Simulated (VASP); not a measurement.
# TiSe2 (P-3m1) in VASP: a series of runs

The runs below take TiSe2 through relaxation of cell and atoms, with PBE+D3(BJ).

Program: VASP 6.6.1. These are calculated values, not measurements. Logs are shortened: lines on timing, memory, paths and dates and some standing lists are left out, and cuts for length are marked.

**1. The structure**

Symmetry: P-3m1, No. 164, trigonal system. The conventional cell has a = 3.533 Å, b = 3.533 Å, c = 5.995 Å, α = 90.00°, β = 90.00°, γ = 120.00°. Around Ti (site symmetry -3m) lie 6 Se at 2.53 Å. Se (site symmetry 3m) has 3 Ti at 2.53 Å as nearest neighbours.

**2. Relaxation of cell and atoms, PBE+D3(BJ)**

Input file INCAR:

```
SYSTEM = TiSe2
ALGO = Normal
EDIFF = 1E-6
EDIFFG = -0.01
ENCUT = 600
GGA = PE
IBRION = 2
ISIF = 3
ISMEAR = 1
IVDW = 12
KPAR = 4
LASPH = .True.
LCHARG = .False.
LREAL = .False.
LWAVE = .False.
NELM = 80
NSW = 90
PREC = Accurate
SIGMA = 0.1
```

Input file KPOINTS:

```
k-points
0
Gamma
  12 12 6
  0 0 0
```

Input file POSCAR:

```
TiSe2
1.0
    3.5330000000      0.0000000000      0.0000000000
   -1.7665000000      3.0596677516      0.0000000000
    0.0000000000      0.0000000000      5.9950000000
Ti Se
1 2
Direct
    0.0000000000      0.0000000000      0.0000000000
    0.3333333333      0.6666666667      0.2500000000
    0.6666666667      0.3333333333      0.7500000000
```

Potentials or basis: VASP PAW PBE potentials, release 64 (Ti_sv, Se).

Started as:

```bash
> cat potpaw_PBE.64/Ti_sv/POTCAR potpaw_PBE.64/Se/POTCAR > POTCAR
> mpirun -np 4 vasp_std > vasp.out
```

OUTCAR:

```text
SYSTEM = TiSe2
   EDIFF = 1E-6
   EDIFFG = -0.01
   ENCUT = 600
   GGA = PE
   IBRION = 2
   ISIF = 3
   ISMEAR = 1
   IVDW = 12
   LASPH = .True.
   LREAL = .False.
   NELM = 80
   NSW = 90
   PREC = Accurate
 IVDW          = 12

 ion  position               nearest neighbor table
   1  0.000  0.000  0.000-   2 2.53   3 2.53   3 2.53   2 2.53   3 2.53   2 2.53
   2  0.333  0.667  0.250-   1 2.53   1 2.53   1 2.53
   3  0.667  0.333  0.750-   1 2.53   1 2.53   1 2.53

  LATTYP: Found a hexagonal cell.
 ALAT       =     3.5330000000
 C/A-ratio  =     1.6968581942

  Lattice vectors:

 A1 = (   3.5330000000,   0.0000000000,   0.0000000000)
 A2 = (  -1.7665000000,   3.0596677516,   0.0000000000)
 A3 = (   0.0000000000,   0.0000000000,   5.9950000000)

Analysis of symmetry for initial positions (statically):
=====================================================================
 Subroutine PRICEL returns:
 Original cell was already a primitive cell.

 Routine SETGRP: Setting up the symmetry group for a
 hexagonal supercell.

 Subroutine GETGRP returns: Found 12 space group operations
 (whereof 12 operations were pure point group operations)
 out of a pool of 24 trial point group operations.

The static configuration has the point symmetry D_3d.

Analysis of symmetry for dynamics (positions and initial velocities):
=====================================================================
 Subroutine PRICEL returns:
 Original cell was already a primitive cell.

 Routine SETGRP: Setting up the symmetry group for a
 hexagonal supercell.

 Subroutine GETGRP returns: Found 12 space group operations
 (whereof 12 operations were pure point group operations)
 out of a pool of 24 trial point group operations.

The dynamic configuration has the point symmetry D_3d.

 Subroutine INISYM returns: Found 12 space group operations
 (whereof 12 operations are pure point group operations),
 and found     1 'primitive' translations

----------------------------------------------------------------------------------------

                                     Primitive cell

  volume of cell :      64.8048

  direct lattice vectors                    reciprocal lattice vectors
     3.533000000  0.000000000  0.000000000     0.283045570  0.163416436  0.000000000
    -1.766500000  3.059667752  0.000000000     0.000000000  0.326832872  0.000000000
     0.000000000  0.000000000  5.995000000     0.000000000  0.000000000  0.166805671

  length of vectors
     3.533000000  3.533000000  5.995000000     0.326832872  0.326832872  0.166805671

  position of ions in fractional coordinates (direct lattice)
     0.000000000  0.000000000  0.000000000
     0.333333333  0.666666667  0.250000000
     0.666666667  0.333333333  0.750000000

  ion indices of the primitive-cell ions
   primitive index   ion index
                 1           1
                 2           2
                 3           3

----------------------------------------------------------------------------------------

 KPOINTS: k-points

Automatic generation of k-mesh.
 Grid dimensions read from file:
 generate k-points for:   12   12    6

 Generating k-lattice:

  Cartesian coordinates                     Fractional coordinates (reciprocal lattice)
     0.023587131  0.013618036  0.000000000     0.083333333 -0.000000000  0.000000000
     0.000000000  0.027236073  0.000000000     0.000000000  0.083333333  0.000000000
     0.000000000  0.000000000  0.027800945     0.000000000  0.000000000  0.166666667

  Length of vectors
     0.027236073  0.027236073  0.027800945

  Shift w.r.t. Gamma in fractional coordinates (k-lattice)
     0.000000000  0.000000000  0.000000000

 Subroutine IBZKPT returns following result:
 ===========================================

 Found    100 irreducible k-points:

 Following reciprocal coordinates:
            Coordinates               Weight
  0.000000  0.000000  0.000000      1.000000
  0.083333 -0.000000  0.000000      6.000000
  0.166667 -0.000000  0.000000      6.000000
  0.250000 -0.000000  0.000000      6.000000
  0.333333 -0.000000  0.000000      6.000000
  0.416667  0.000000  0.000000      6.000000
[... 16 lines left out ...]
  0.166667 -0.000000  0.166667      6.000000
  0.000000  0.166667  0.166667      6.000000
 [... further k-points ...]
   k-points           NKPTS =    100   k-points in BZ     NKDIM =    100   number of bands    NBANDS=     16
   number of dos      NEDOS =    301   number of ions     NIONS =      3
   total plane-waves  NPLWV =  37632
   dimension x,y,z NGX =    28 NGY =   28 NGZ =   48
   dimension x,y,z NGXF=    56 NGYF=   56 NGZF=   96
   ions per type =               1   2
   NGX,Y,Z   is equivalent  to a cutoff of  13.18, 13.18, 13.31 a.u.
   NGXF,Y,Z  is equivalent  to a cutoff of  26.35, 26.35, 26.62 a.u.
 SYSTEM =  TiSe2
   PREC   = accura    normal or accurate (medium, high low for compatibility)
   ISTART =      0    job   : 0-new  1-cont  2-samecut
   ICHARG =      2    charge: 1-file 2-atom 10-const
   ISPIN  =      1    spin polarized calculation?
   LNONCOLLINEAR =      F non collinear calculations
   LSORBIT =      F    spin-orbit coupling
   LASPH  =      T    aspherical Exc in radial PAW
   ENCUT  =  600.0 eV  44.10 Ry    6.64 a.u.   7.06  7.06 11.97*2*pi/ulx,y,z
   NELM   =     80;   NELMIN=  2; NELMDL= -5     # of ELM steps
   EDIFF  = 0.1E-05   stopping-criterion for ELM
   LREAL  =      F    real-space projection
   EDIFFG = -.1E-01   stopping-criterion for IOM
   NSW    =     90    number of steps for IOM
   IBRION =      2    ionic relax: 0-MD 1-quasi-New 2-CG
   NFREE  =      1    steps in history (QN), initial steepest desc. (CG)
   ISIF   =      3    stress and relaxation
   ISYM   =      2    0-nonsym 1-usesym 2-fastsym
   POTIM  = 0.5000    time-step for ionic-motion
   TEBEG  =    0.0;   TEEND  =   0.0 temperature during run
   PSTRESS=    0.0 pullay stress
   NELECT =      24.0000    total number of electrons
   NUPDOWN=      -1.0000    fix difference up-down
   EMIN   =  10.00;   EMAX   =-10.00  energy-range for DOS
   EFERMI =   0.00;   METHOD = LEGACY
   ISMEAR =     1;   SIGMA  =   0.10  broadening in eV -4-tet -1-fermi 0-gaus
   EFERMI_NEDOS =   21; number of points for ismear=-14 and -15
   IALGO  =     38    algorithm
   IMIX   =      4    mixing-type and parameters
     AMIX     =   0.40;   BMIX     =  1.00
     AMIX_MAG =   1.60;   BMIX_MAG =  1.00
  volume/ion in A,a.u.               =      21.60       145.77
  Fermi-wavevector in a.u.,A,eV,Ry     =   1.175645  2.221647 18.805173  1.382141
  Thomas-Fermi vector in A             =   2.312022
   LORBIT       =      0    0 simple, 1 ext, 2 COOP (PROOUT), +10 PAW based schemes
   GGA     = PE    functional components
   LHFCALC =     F    Hartree Fock is set to
   AEXX    =    0.0000 exact exchange contribution
   IVDW    =    12    specifies the selected vdW correction
   LEPSILON=     F    determine dielectric tensor
   LRPA    =     F    only Hartree local field effects (RPA)
 conjugate gradient relaxation of ions
 non-spin polarized calculation
 Methfessel and Paxton  Order N= 1 SIGMA  =   0.10
  energy-cutoff  :      600.00
  volume of cell :       64.80
 maximum number of plane-waves:      2180
   NGX = 15   NGY = 15   NGZ = 23

--------------------------------------- Ionic step        1  -------------------------------------------

 number of electron      23.9999999 magnetization

 Free energy of the ion-electron system (eV)
  ---------------------------------------------------
  ext. energy  EPLUGINS =         0.00000000
  ---------------------------------------------------
  free energy    TOTEN  =       -18.15525494 eV

  energy without entropy =      -18.15588036  energy(sigma->0) =      -18.15546341

------------------------ aborting loop because EDIFF is reached ----------------------------------------

 Edisp (eV)   -1.28080

 E8    (eV) :    -0.5557
[... 73 lines left out ...]
--------------------------------------- Ionic step        3  -------------------------------------------

 number of electron      24.0000004 magnetization

 E-fermi :   4.7508     XC(G=0):  -9.9767

 val. band max:        4.7410525645   @ k =   0.0833   0.0833   0.0000
 cond. band min:       4.7614868198   @ k =   0.0000   0.3333   0.3333
 fundamental gap:      0.0204342554
 Fermi energy:         4.7507796264

 k-point     1 :       0.0000    0.0000    0.0000
  band No.  band energies     occupation
      1     -52.8461      2.00000
      2     -29.0723      2.00000
      3     -29.0602      2.00000
      4     -29.0602      2.00000
      5      -9.1838      2.00000
      6      -7.8044      2.00000
[... 433 lines left out ...]
      3     -29.0673      2.00000
      4     -29.0654      2.00000
      5      -8.8353      2.00000
      6      -7.7857      2.00000
[... 8 lines left out ...]
     15       6.2245     -0.00000
     16       7.5474      0.00000

 [... further k-points ...]

------------------------ aborting loop because EDIFF is reached ----------------------------------------

 Edisp (eV)   -1.27346

 E8    (eV) :    -0.5525
[... 26 lines left out ...]
  FREE ENERGIE OF THE ION-ELECTRON SYSTEM (eV)
  ---------------------------------------------------
  free  energy   TOTEN  =       -19.4530806136 eV

  energy  without entropy=      -19.4532088605  energy(sigma->0) =      -19.45312336

[... ionic steps 4 to 13 ...]

--------------------------------------- Ionic step       14  -------------------------------------------

 number of electron      24.0000002 magnetization

------------------------ aborting loop because EDIFF is reached ----------------------------------------
[... 77 lines left out ...]
--------------------------------------- Ionic step       16  -------------------------------------------

 number of electron      24.0000002 magnetization

 Free energy of the ion-electron system (eV)
  ---------------------------------------------------
  ext. energy  EPLUGINS =         0.00000000
  ---------------------------------------------------
  free energy    TOTEN  =       -18.12508858 eV

  energy without entropy =      -18.12514390  energy(sigma->0) =      -18.12510702

 E-fermi :   5.3794     XC(G=0): -10.2994

 val. band max:        5.3756701038   @ k =   0.0000   0.4167   0.1667
 cond. band min:       5.3815452776   @ k =   0.0833  -0.0000   0.0000
 fundamental gap:      0.0058751738
 Fermi energy:         5.3794486386

 k-point     1 :       0.0000    0.0000    0.0000
  band No.  band energies     occupation
      1     -52.1458      2.00000
      2     -28.3790      2.00000
      3     -28.3650      2.00000
      4     -28.3650      2.00000
      5      -8.8264      2.00000
      6      -7.2099      2.00000
[... 433 lines left out ...]
      3     -28.3733      2.00000
      4     -28.3709      2.00000
      5      -8.4449      2.00000
      6      -7.2204      2.00000
[... 8 lines left out ...]
     15       6.9351     -0.00000
     16       8.3025      0.00000

 [... further k-points ...]

------------------------ aborting loop because EDIFF is reached ----------------------------------------

 Edisp (eV)   -1.35110

 E8    (eV) :    -0.5861
[... 26 lines left out ...]
  FREE ENERGIE OF THE ION-ELECTRON SYSTEM (eV)
  ---------------------------------------------------
  free  energy   TOTEN  =       -19.4761853976 eV

  energy  without entropy=      -19.4762407131  energy(sigma->0) =      -19.47620384

 reached required accuracy - stopping structural energy minimisation
```

Wall time 3.2 min (4 MPI ranks of Intel Xeon 6975P-C (Granite Rapids), shared host); peak memory 0.31 GiB.

Results:

```yaml
Free_energy: -19.4762 eV
Relaxed_volume: 20.53 Å³/atom
Relaxed_cell: a = 3.484 Å, b = 3.484 Å, c = 5.858 Å, α = 90.00°, β = 90.00°, γ = 120.00°
Space_group_after_relaxing_to_0.05_Å: P-3m1 (No. 164)
Energy_gained_by_relaxing: 13.4 meV/atom
Ionic_steps: 16
Pressure_after_relaxing: 0.0 GPa
Largest_force_after_relaxing: 0.006 eV/Å
Band_gap_on_the_k_mesh: none (metal or under the smearing width)
Dispersion_energy_per_atom: -0.450 eV
```

Forces on the atoms (eV/Å):
```
Ti   0.000  0.000  0.000
Se   0.000  0.000  0.006
Se   0.000  0.000 -0.006
```

The path:
| step | energy change (eV) | largest force (eV/Å) | pressure (GPa) | volume (Å³) |
| --- | --- | --- | --- | --- |
| 1 | 0.0000 | 0.4928 | 0.29 | 64.80 |
| 2 | -0.0169 | 0.0872 | -1.43 | 65.17 |
| 3 | -0.0170 | 0.0601 | -1.54 | 65.20 |
| 4 | -0.0287 | 0.1039 | -0.20 | 63.44 |
| 5 | -0.0290 | 0.1132 | 0.07 | 63.09 |
| 6 | -0.0324 | 0.0763 | -0.03 | 62.81 |
| 7 | -0.0386 | 0.0381 | -0.27 | 61.96 |
| 8 | -0.0391 | 0.0903 | -0.34 | 61.60 |
| 9 | -0.0364 | 0.1154 | 1.24 | 60.51 |
| 10 | -0.0398 | 0.0274 | 0.12 | 61.26 |
| 11 | -0.0401 | 0.0213 | -0.02 | 61.47 |
| 12 | -0.0401 | 0.0206 | -0.04 | 61.49 |
| 13 | -0.0401 | 0.0125 | 0.11 | 61.45 |
| 14 | -0.0401 | 0.0023 | 0.05 | 61.47 |
| 15 | -0.0401 | 0.0024 | 0.04 | 61.53 |
| 16 | -0.0401 | 0.0062 | 0.02 | 61.59 |

Final structure:
```
CELL_PARAMETERS angstrom
3.48431 0.00000 0.00000
-1.74215 3.01750 0.00000
0.00000 0.00000 5.85780
ATOMIC_POSITIONS crystal
Ti 0.00000 0.00000 0.00000
Se 0.33333 0.66667 0.26505
Se 0.66667 0.33333 0.73495
```

Levels at points of the mesh, in eV from the Fermi level:
```tsv
k point	band 8	band 9	band 10	band 11	band 12	band 13	band 14	band 15	band 16
(0.00, 0.00, 0.00)	-2.25	-2.25	0.38	0.51	0.51	0.58	0.61	0.61	3.29
(0.50, 0.00, 0.00)	-3.86	-2.93	-2.86	-2.24	-1.42	0.05	1.47	1.89	3.22
(0.00, 0.00, 0.50)	-2.89	-2.17	-2.17	0.29	0.29	0.49	0.49	1.28	3.75
(0.50, 0.00, 0.50)	-4.85	-2.82	-2.55	-1.12	-0.85	-0.25	1.47	1.86	3.05
```

**3. Relaxation of cell and atoms, PBE+D3(BJ)**

This run uses another cell than the first one, of 20.53 Å³/atom, 0.950 times its volume.

Edit INCAR of step 2 so:

```diff
@@ -2,4 +2,4 @@
 ALGO = Normal
-EDIFF = 1E-6
-EDIFFG = -0.01
+EDIFF = 1E-7
+EDIFFG = -0.005
 ENCUT = 600
```

KPOINTS is that of step 2.

Input file POSCAR:

```
TiSe2                                   
1.0
    3.4843100070     -0.0000000000      0.0000000000
   -1.7421550035      3.0175009808      0.0000000000
    0.0000000000     -0.0000000000      5.8578011377
  Ti              Se            
     1     2
Direct
     0.0000000000000000    0.0000000000000000    0.0000000000000000
     0.3333333332999970    0.6666666667000030    0.2650492750546125
     0.6666666667000030    0.3333333332999970    0.7349507249453875
```

Potentials or basis: VASP PAW PBE potentials, release 64 (Ti_sv, Se).

Started as:

```bash
> cat potpaw_PBE.64/Ti_sv/POTCAR potpaw_PBE.64/Se/POTCAR > POTCAR
> mpirun -np 4 vasp_std > vasp.out
```

It took 30 s on 4 MPI ranks of Intel Xeon 6975P-C (Granite Rapids), shared host; peak memory 0.29 GiB.

Results (log left out):

```yaml
Free_energy: -19.4757 eV
Relaxed_volume: 20.54 Å³/atom
Relaxed_cell: a = 3.484 Å, b = 3.484 Å, c = 5.860 Å, α = 90.00°, β = 90.00°, γ = 120.00°
Space_group_after_relaxing_to_0.05_Å: P-3m1 (No. 164)
Energy_gained_by_relaxing: 0.0 meV/atom
Ionic_steps: 2
Pressure_after_relaxing: 0.0 GPa
Band_gap_on_the_k_mesh: none (metal or under the smearing width)
Dispersion_energy_per_atom: -0.450 eV
```

Forces on the atoms (eV/Å):
```
Ti   0.000  0.000  0.000
Se   0.000  0.000 -0.002
Se   0.000  0.000  0.002
```

Final structure:
```yaml
crystal:
  lattice:
    - [3.48428, 0.00000, 0.00000]
    - [-1.74214, 3.01747, 0.00000]
    - [0.00000, 0.00000, 5.85984]
  atoms:
    - { symbol: Ti, position: [0.00000, 0.00000, 0.00000] }
    - { symbol: Se, position: [0.33333, 0.66667, 0.26510] }
    - { symbol: Se, position: [0.66667, 0.33333, 0.73490] }
```

Levels at points of the mesh, in eV from the Fermi level:
| k point | band 9 | band 10 | band 11 | band 12 | band 13 | band 14 | band 15 | band 16 |
| --- | --- | --- | --- | --- | --- | --- | --- | --- |
| (0.00, 0.00, 0.00) | -2.25 | 0.37 | 0.51 | 0.51 | 0.58 | 0.61 | 0.61 | 3.29 |
| (0.50, 0.00, 0.00) | -2.93 | -2.86 | -2.24 | -1.42 | 0.05 | 1.47 | 1.89 | 3.22 |
| (0.00, 0.00, 0.50) | -2.16 | -2.16 | 0.29 | 0.29 | 0.49 | 0.49 | 1.28 | 3.74 |
| (0.50, 0.00, 0.50) | -2.82 | -2.54 | -1.12 | -0.85 | -0.25 | 1.47 | 1.86 | 3.05 |

Caveat: pairwise dispersion overbinds metals, which lowers pressure and volume.
